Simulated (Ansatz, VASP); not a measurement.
## MgO (Periclase): VASP beside Ansatz

Wanted: the spread between two codes on one cell, functional and k mesh.

Method: plane waves, with VASP 6.6.1 beside it; relaxation of cell and atoms at PBEsol and relaxation of cell and atoms at r2SCAN, in Ansatz 0.2.0.

The database entry behind the starting cell differs from later determinations by our own check (about 0.1 % long), so it need not match the best structure at ambient conditions.

### 1. Set-up

Symmetry: Fm-3m, No. 225, cubic system. The conventional cell has a = 4.217 Å, b = 4.217 Å, c = 4.217 Å, α = 90.00°, β = 90.00°, γ = 90.00°. Mg has 6 O at 2.11 Å nearest. Nearest to O lie 6 Mg at 2.11 Å. Farther neighbours and most contacts between anions are not listed.

Coordinates:

```xyz
2
Lattice="0.0000 2.1085 2.1085 2.1085 0.0000 2.1085 2.1085 2.1085 0.0000" Properties=species:S:1:pos:R:3 pbc="T T T"
Mg    0.0000    0.0000    0.0000
O     2.1085    2.1085    2.1085
```

### 2. VASP: relaxation of cell and atoms, PBEsol

The relaxed volume is the usual yardstick between codes: its relative difference is about their pressure difference at one cell divided by the bulk modulus.

Lines of VASP's logs that name or quote its potential files are left out, and so is its time.

The input, INCAR:

```
SYSTEM = MgO
PREC = Accurate
ENCUT = 560
EDIFF = 1E-06
NELM = 100
ISMEAR = -1
SIGMA = 0.05
LREAL = .FALSE.
ALGO = Normal
GGA = PS
NBANDS = 10
LORBIT = 11
LWAVE = .FALSE.
LCHARG = .FALSE.
KPAR = 2
IBRION = 2
NSW = 60
ISIF = 3
EDIFFG = -0.01
```

The input, POSCAR:

```
MgO
1.0
    0.0000000000      2.1085000000      2.1085000000
    2.1085000000      0.0000000000      2.1085000000
    2.1085000000      2.1085000000      0.0000000000
Mg O
1 1
Direct
    0.0000000000      0.0000000000      0.0000000000
    0.5000000000      0.5000000000      0.5000000000
```

The input, KPOINTS:

```
Automatic mesh
0
Gamma
9 9 9
0 0 0
```

Potentials, in the order of the species: Mg and O (PBE family, release 64).

On the command line:

```
> mpirun -np 2 vasp_std
```

Numbers of over 12 decimals in the logs are rounded to 6 here.

Log:

```text
[banner, memory and clock lines left out]
running    2 mpi-ranks, on    1 nodes
 distrk:  each k-point on    1 cores,    2 groups
 distr:  one band on    1 cores,    1 groups

 POSCAR found type information on POSCAR MgO
 POSCAR found :  2 types and       2 ions
|                                                                             |
|               ----> ADVICE to this user running VASP <----                  |
|                                                                             |
|     You enforced a specific xc type in the INCAR file but a different       |
|     [... a line on the potential file left out ...]
|     I HOPE YOU KNOW WHAT YOU ARE DOING!                                     |
|                                                                             |

 LDA part: xc-table for (Slater+PW92), standard interpolation
 POSCAR, INCAR and KPOINTS ok, starting setup
 FFT: planning ... GRIDC
 FFT: planning ... GRID_SOFT
 FFT: planning ... GRID
 WAVECAR not read
 entering main loop
       N       E                     dE             d eps       ncg     rms          rms(c)
DAV:   1     0.164939018871E+02    0.16494E+02   -0.48641E+03   780   0.755E+02
DAV:   2    -0.132200374352E+02   -0.29714E+02   -0.29039E+02   792   0.146E+02
DAV:   3    -0.138961524192E+02   -0.67611E+00   -0.67543E+00   852   0.203E+01
DAV:   4    -0.138977579973E+02   -0.16056E-02   -0.16055E-02   766   0.110E+00
DAV:   5    -0.138977629577E+02   -0.49604E-05   -0.49603E-05   790   0.612E-02    0.666E+00
DAV:   6    -0.125512263808E+02    0.13465E+01   -0.79051E+00   708   0.166E+01    0.221E+00
DAV:   7    -0.125272275639E+02    0.23999E-01   -0.45841E-02   742   0.216E+00    0.129E+00
DAV:   8    -0.125137867710E+02    0.13441E-01   -0.22848E-02   712   0.188E+00    0.197E-01
DAV:   9    -0.125135985847E+02    0.18819E-03   -0.21421E-04   800   0.115E-01    0.134E-01
DAV:  10    -0.125135348287E+02    0.63756E-04   -0.36704E-04   752   0.160E-01    0.623E-03
DAV:  11    -0.125135356576E+02   -0.82891E-06   -0.43787E-06   742   0.158E-02
   1 F= -.12513536E+02 E0= -.12513536E+02  d E =-.125135E+02
 curvature:   0.00 expect dE= 0.000E+00 dE for cont linesearch  0.000E+00
 trial: gam= 0.00000 g(F)=  0.300E-61 g(S)=  0.826E-03 ort = 0.000E+00 (trialstep = 0.100E+01)
 search vector abs. value=  0.826E-03
 bond charge predicted
       N       E                     dE             d eps       ncg     rms          rms(c)
DAV:   1    -0.125170775564E+02   -0.35427E-02   -0.64770E-02   722   0.219E+00    0.431E-01
DAV:   2    -0.125138519614E+02    0.32256E-02   -0.20888E-02   728   0.901E-01    0.437E-02
DAV:   3    -0.125138187189E+02    0.33243E-04   -0.22967E-04   712   0.152E-01    0.252E-02
DAV:   4    -0.125138050205E+02    0.13698E-04   -0.18085E-05   740   0.374E-02    0.757E-03
DAV:   5    -0.125138051610E+02   -0.14048E-06   -0.29486E-06   676   0.113E-02
   2 F= -.12513805E+02 E0= -.12513805E+02  d E =-.269503E-03
 trial-energy change:   -0.000270  1 .order   -0.000266   -0.000826    0.000295
 step:   0.7371(harm=  0.7371)  dis= 0.00000  next Energy=   -12.513840 (dE=-0.304E-03)
 bond charge predicted
       N       E                     dE             d eps       ncg     rms          rms(c)
DAV:   1    -0.125140682529E+02   -0.26323E-03   -0.44554E-03   722   0.573E-01    0.113E-01
DAV:   2    -0.125138443629E+02    0.22389E-03   -0.14433E-03   726   0.237E-01    0.113E-02
DAV:   3    -0.125138436903E+02    0.67251E-06   -0.15627E-05   712   0.396E-02    0.651E-03
DAV:   4    -0.125138423221E+02    0.13683E-05   -0.12152E-06   358   0.979E-03    0.195E-03
DAV:   5    -0.125138421198E+02    0.20227E-06   -0.20147E-07   350   0.297E-03
   3 F= -.12513842E+02 E0= -.12513842E+02  d E =-.306462E-03
 curvature:  -0.37 expect dE=-0.625E-08 dE for cont linesearch -0.625E-08
 trial: gam=-0.00451 g(F)=  0.751E-62 g(S)=  0.170E-07 ort = 0.374E-05 (trialstep = 0.947E+00)
 search vector abs. value=  0.100E-09
 reached required accuracy - stopping structural energy minimisation
```

OUTCAR, selected parts (step 2):

```text
ion  position               nearest neighbor table
   1  0.000  0.000  0.000-   2 2.11   2 2.11   2 2.11   2 2.11   2 2.11   2 2.11
   2  0.500  0.500  0.500-   1 2.11   1 2.11   1 2.11   1 2.11   1 2.11   1 2.11

  LATTYP: Found a face centered cubic cell.
 ALAT       =     4.2170000000

 Subroutine GETGRP returns: Found 48 space group operations
 (whereof 48 operations were pure point group operations)

The static configuration has the point symmetry O_h .

 Found     35 irreducible k-points:

   k-points           NKPTS =     35   k-points in BZ     NKDIM =     35   number of bands    NBANDS=     10

   dimension x,y,z NGX =    24 NGY =   24 NGZ =   24
   dimension x,y,z NGXF=    48 NGYF=   48 NGZF=   48

   ENCUT  =  560.0 eV  41.16 Ry    6.42 a.u.   5.75  5.75  5.75*2*pi/ulx,y,z

   NELECT =       8.0000    total number of electrons

 k-points in reciprocal lattice and weights: Automatic mesh
   0.00000000  0.00000000  0.00000000       0.001
   0.11111111  0.00000000  0.00000000       0.011
   0.22222222  0.00000000  0.00000000       0.011
   0.33333333  0.00000000  0.00000000       0.011
   0.44444444  0.00000000  0.00000000       0.011
   0.11111111  0.11111111  0.00000000       0.008
   0.22222222  0.11111111  0.00000000       0.033
   0.33333333  0.11111111  0.00000000       0.033
   0.44444444  0.11111111  0.00000000       0.033
[...]
-0.33333333  0.44444444  0.11111111       0.033
  -0.33333333  0.44444444  0.22222222       0.033

 average (electrostatic) potential at core
       1 -34.6465       2 -69.5492

 E-fermi :   4.0541

 k-point     1 :       0.0000    0.0000    0.0000
  band No.  band energies     occupation
      1     -14.1339      2.00000
      2       3.0829      2.00000
      3       3.0829      2.00000
      4       3.0829      2.00000
      5       7.7390      0.00000
      6      18.7283      0.00000
      7      18.7283      0.00000
      8      18.7283      0.00000
      9      22.5763      0.00000
    ...

 k-point     2 :       0.1111    0.0000    0.0000
  band No.  band energies     occupation
      1     -14.0013      2.00000
      2       2.2864      2.00000
      3       2.9986      2.00000
      4       2.9986      2.00000
      5       8.4972      0.00000
      6      17.2725      0.00000
      7      19.0223      0.00000
      8      19.0223      0.00000
      9      23.6316      0.00000
    ...

 k-point     3 :       0.2222    0.0000    0.0000
  band No.  band energies     occupation
      1     -13.6439      2.00000
      2       0.7657      2.00000
      3       2.7935      2.00000
      4       2.7935      2.00000
      5       9.8134      0.00000
      6      15.7302      0.00000
      7      19.5434      0.00000
      8      19.5434      0.00000
      9      23.0295      0.00000
    ...

  Total       -0.0004841     -0.0004841     -0.0004841     -0.0000000      0.0000000     -0.0000000
  in kB       -0.0416063     -0.0416063     -0.0416063     -0.0000000      0.0000000     -0.0000000
  external PRESSURE =      -0.0416063 kB  Pullay stress =       0.0000000 kB

  energy-cutoff  :      560.00
  volume of cell :       18.64
      direct lattice vectors                 reciprocal lattice vectors
    -0.000000000  2.104494705  2.104494705    -0.237586723  0.237586723  0.237586723
     2.104494705  0.000000000  2.104494705     0.237586723 -0.237586723  0.237586723
     2.104494705  2.104494705  0.000000000     0.237586723  0.237586723 -0.237586723

 POSITION                                       TOTAL-FORCE (eV/Angst)
 -----------------------------------------------------------------------------------
      0.00000      0.00000      0.00000        -0.000000     -0.000000     -0.000000
      2.10449      2.10449      2.10449         0.000000      0.000000      0.000000
 -----------------------------------------------------------------------------------
    total drift:                               -0.000000     -0.000000      0.000000

  FREE ENERGIE OF THE ION-ELECTRON SYSTEM (eV)
  ---------------------------------------------------
  free  energy   TOTEN  =       -12.5138421198 eV

  energy  without entropy=      -12.5138421197  energy(sigma->0) =      -12.51384212

 reached required accuracy - stopping structural energy minimisation

 total charge
# of ion       s       p       d       tot
------------------------------------------
    1        0.150   0.182   0.080   0.413
    2        1.535   3.543   0.000   5.078
--------------------------------------------------
tot          1.685   3.725   0.080   5.490

[... 3 further parts left out ...]
```

CONTCAR:

```
MgO
   1.00000000000000
    -0.0000000000000000    2.1044947046009299    2.1044947046009299
     2.1044947046009299    0.0000000000000000    2.1044947046009299
     2.1044947046009299    2.1044947046009299    0.0000000000000000
  Mg              O
     1     1
Direct
     0.0000000000000000    0.0000000000000000    0.0000000000000000
     0.5000000000000000    0.5000000000000000    0.5000000000000000
```

### 3. Ansatz: relaxation of cell and atoms, PBEsol

Ansatz runs on its default PAW (the set named soft_2) files.

The same cell, functional, mesh and smearing now go to Ansatz, which takes its cutoff from its data sets.

The input, input.yaml:

```yaml
crystal:
  lattice:
    - [0.0, 2.1085, 2.1085]
    - [2.1085, 0.0, 2.1085]
    - [2.1085, 2.1085, 0.0]
  atoms:
    - { symbol: Mg, position: [0.0, 0.0, 0.0] }
    - { symbol: O, position: [0.5, 0.5, 0.5] }
hamiltonian:
  xc: pbesol
  pseudopotentials: { kind: paw }
kpoints:
  mp_grid: { grid: [9, 9, 9] }
scf:
  occupations: { method: fermi_dirac, width: 0.05 }
relax:
  f_tol: 0.01
  max_steps: 60
  cell: { stress_tol: 0.05 }
output:
  forces: true
  stress: true
```

On the command line:

```
> ansatz run input.yaml --threads 4 --pin off --max-ram 9216MiB --backend cpu --events-out ev --progress --plain --runs-dir out
```

Log:

```text
Engine: ansatz 0.2.0, x86_64-unknown-linux-gnu
Pseudopotentials: kind: paw
Pseudopotential: Mg, paw, valence charge 10, recommended cutoff 420 eV (normal), Mg.paw.azcp
Pseudopotential: O, paw, valence charge 6, recommended cutoff 420 eV (normal), O.paw.azcp
Functional definition: PBEsol
  exchange = pbesol_x
  correlation = pbesol_c
Crystal: 2 atoms, lattice volume = 18.748 Å³
Basis set: ecut = 420 eV, 339 PW (Γ), exchange–correlation on 40×40×40 points (8 copies of the dense FFT grid, shifted against one another)
Bands: 12, of which v1, the nominal top of the filled ones, is band 8 counted from 1 (7 counted from 0)
Symmetry: 48 space group operations
Space group: Fm-3m (ITA 225), of the structure as read, at distance tolerance 2.7e-5 Å
k-points: 35 of 729
Non-local potential: Mg, projectors of the file, l = 0: 3, l = 1: 2, l = 2: 1
Non-local potential: O, projectors of the file, l = 0: 2, l = 1: 2, l = 2: 1
PAW form: soft (Blöchl's): semilocal exchange-correlation on the pseudo side does not see the compensation charge
PAW frozen core: Mg, regenerated for the run's functional, and the local potential with it (the file was generated under x = pbe(κ = 0.804, μ = 0.219515), c = pbe(β = 0.066725))
PAW frozen core: O, regenerated for the run's functional, and the local potential with it (the file was generated under x = pbe(κ = 0.804, μ = 0.219515), c = pbe(β = 0.066725))
PAW one-centre angular grid: Mg, 110 points (default); XC on 64 Gauss nodes
PAW one-centre angular grid: O, 110 points (default); XC on 64 Gauss nodes
Initial density: superposition of atomic densities (neutral atoms: chi_scale 0, normalization atom), corrected by the library's trained network
Initial wavefunctions: pseudopotential atomic-orbital guess
Functional: x = pbesol(κ = 0.804, μ = 0.123457), c = pbesol(β = 0.046)
SCF iter   1: F=—  HF=-2475.880653 eV  |F-HF|=—  |Δ(HF+E_count)|=         —  Δρ=1.45e-2  dr2=3.13e-2  ethr=1.77e-3  ⟨swp⟩=5.5  Hψ=2387  notcnv=0
preconditioner: auto → none  [insulator: Δε(μ)=4.475 eV  Ē_g=18.253 eV  σ=0.050 eV  W_gap=1.00  n_scr=8 (ndim 8)  ℏωp=24.3 eV  f_vac=0.000  D(μ)=0.00/eV (n_scr^D=0)  ε∞_Penn≈2.8]
SCF iter   2: F=—  HF=-2475.872208 eV  |F-HF|=—  |Δ(HF+E_count)|=   8.44e-3  Δρ=4.09e-3  dr2=3.07e-3  ethr=1.96e-4  ⟨swp⟩=2.0  Hψ=826  notcnv=0
SCF iter   3: F=—  HF=-2475.871435 eV  |F-HF|=—  |Δ(HF+E_count)|=   7.73e-4  Δρ=6.58e-4  dr2=4.41e-5  ethr=1.92e-5  ⟨swp⟩=2.0  Hψ=559  notcnv=0
SCF iter   4: F=—  HF=-2475.871414 eV  |F-HF|=—  |Δ(HF+E_count)|=   2.08e-5  Δρ=1.16e-4  dr2=9.53e-7  ethr=2.75e-7  ⟨swp⟩=2.7  Hψ=684  notcnv=0
SCF iter   5: F=—  HF=-2475.871413 eV  |F-HF|=—  |Δ(HF+E_count)|=   9.06e-7  Δρ=3.84e-5  dr2=1.07e-7  ethr=5.96e-9  ⟨swp⟩=2.1  Hψ=574  notcnv=0
SCF iter   6: F=-2475.871413 eV  HF=-2475.871413 eV  |F-HF|=4.82e-10  |Δ(HF+E_count)|=   5.82e-8  Δρ=4.10e-6  dr2=1.64e-9  ethr=6.25e-10  ⟨swp⟩=4.0  Hψ=1342  notcnv=0
SCF 1 converged in 6 iterations: F = -2475.871413 eV  dr2 = 1.64e-9
  greatest PAW one-centre occupation: 1.000 electrons in one spin orbital (limit 2), on the Mg atom at site 0 (counted from 0), in its partial waves of l = 0
relax step   1: F+E_penalty+E_count = -2475.87141322 eV  Δ(F+E_penalty+E_count) = +0.000e0 eV  max|allowed force component| = 3.468e-30 eV/Å  Δτ_max = 0.0000 Å  P = -0.323 GPa  Ω = 18.748 Å³  (6 SCF iters, dr2 threshold 1.00e-7 eV, accepted)
[...]
relax step   2: F+E_penalty+E_count = -2475.87150433 eV  Δ(F+E_penalty+E_count) = -9.111e-5 eV  max|allowed force component| = 6.894e-30 eV/Å  Δτ_max = 0.0000 Å  P = -0.181 GPa  Ω = 18.732 Å³  energy of the carried Pulay correction = +6.579e-5 eV  (6 SCF iters, dr2 threshold 2.00e-7 eV, accepted)
[...]
relax step   3: F+E_penalty+E_count = -2475.87160005 eV  Δ(F+E_penalty+E_count) = -9.573e-5 eV  max|allowed force component| = 2.777e-30 eV/Å  Δτ_max = 0.0000 Å  P = +0.000 GPa  Ω = 18.711 Å³  energy of the carried Pulay correction = +1.499e-4 eV  (6 SCF iters, dr2 threshold 8.19e-8 eV, accepted)
[...]
relax step   4: F+E_penalty+E_count = -2475.87141212 eV  Δ(F+E_penalty+E_count) = +1.879e-4 eV  max|allowed force component| = 3.764e-30 eV/Å  Δτ_max = 0.0000 Å  P = -0.016 GPa  Ω = 18.711 Å³  stress off target by 1.64e-2 GPa  SCF on the basis re-selected at this cell (its energy is not comparable with the rows above)  (8 SCF iters)
basis re-selected at this cell: Δ(F+E_penalty+E_count) = +1.879e-4 eV, ΔP = -0.017 GPa vs the last step (what re-selecting the basis moved, of the pressure what is left beyond the Pulay correction that the steps carried, after the strain that the cell walked since its last selection, with what the two solves' SCF thresholds leave and, on support functions, any second-order correction that the steps lacked; it is no m [...]
SCF converged after 8 iterations
Free energy (F): -2475.871412 eV
Harris-Foulkes:  -2475.871412 eV  (|F-HF|=4.55e-13)
Internal energy: -2475.871412 eV  (E = F + TS)
E sigma→0 (E₀):  -2475.871412 eV
Fermi energy:    10.352619 eV
--- Per-component energies (eV) ---
  E_band       = -292.438039
  E_kinetic    = 254.938930
  E_local      = -1601.955772  (includes V_loc(G=0)·N_el)
  E_nonlocal   = 143.745561
  E_hartree    = 552.990571
  E_xc         = -103.899218
  E_vxc        = -133.875395  (∫ρ·V_xc dr)
  E_paw        = -433.089910  (= ΣΔE_a)
  E_vpaw       = -61.275021  (= ΣTr[D̂ρ^β])
  E_aug_tail   = 0.002515  (compensation charges beyond the density's cutoff)
  E_ewald      = -1288.698240
  E_core_change = 0.094150  (= ΣΔE_core)
  E_smearing   = -0.000000  (= −TS)
  E_closure    = -0.000000  (closes the sum)
  Σ components = -2475.871412   (vs F -2475.871412, Δ=0.00e0)
--- Forces (eV/Å), atoms counted from 1 ---
  atom   1  Mg    -0.00000000     0.00000000    -0.00000000
  atom   2  O      0.00000000    -0.00000000    -0.00000000
  max |Σ_I F_I| component: 7.20e-30 eV/Å
--- Stress (GPa, compression-positive) ---
       -0.016382      -0.000000      -0.000000
       -0.000000      -0.016382      -0.000000
       -0.000000      -0.000000      -0.016382
  P = ⅓ Tr σ = -0.0164 GPa (-0.164 kbar)
--- Relaxed structure (3 steps of the walk, 3 accepted, 1 SCFs on fresh bases) ---
  F+E_penalty+E_count = -2475.87141212 eV   max|allowed force component| = 3.764e-30 eV/Å   (the final SCF, on the basis selected at the relaxed cell)
  cell:  # Å, volume = 18.7111 Å³
    - [0, 2.107123, 2.107123]
    - [2.107123, 0, 2.107123]
    - [2.107123, 2.107123, 0]
  atoms:
    - { symbol: Mg, position: [0, 0, 0] }
    - { symbol: O, position: [0.5, 0.5, 0.5] }
```

The job ended after 0.71 s (4 threads of Intel Xeon 6975P-C (Granite Rapids), shared host; peak memory 0.34 GiB; 1.8 s of CPU time).

### 4. Comparison

Known differences besides the potentials themselves: both relaxations stop at a tolerance, which leaves soft axes loose, and VASP keeps its plane-wave basis; the data sets hold 16 valence electrons in Ansatz (default PAW (the set named soft_2) files) and 8 in VASP; the cutoff is 420 eV in Ansatz and 560 eV in VASP; Ansatz makes its cores anew for this functional, VASP keeps those of its PBE data sets; VASP leaves aspherical gradient terms in its spheres out (LASPH is not set), Ansatz keeps them; Ansatz adds a Pulay correction to the stress that steers its cell, VASP none. Total energies have different zeros and are not compared.

Compared:

```
                                         quantity  Ansatz   VASP  difference
                                      volume (Å³)   18.71  18.64     +0.38 %
edge a after relaxation, in the typed setting (Å)   2.980  2.976     +0.12 %
```

The walks stopped with -0.02 GPa left in Ansatz and 0.00 GPa in VASP; each walk ends within a tolerance, so the volume difference is uncertain by about these residues over the bulk modulus, most in soft cells.

(Part 1 of 2 ends here.)

[Lines on the potential files, build, host, timing and source positions are cut from VASP's logs without a mark.]

[Logs are printed without paths, hosts, clocks, repeated set-up lines and the standing remarks that a program may print on its own settings, such as how far it seeks lower states.]

[Hosts, paths, dates, database ids (printed as entryN), source tags and the programs' standing remarks are cut or masked in the printed files.]
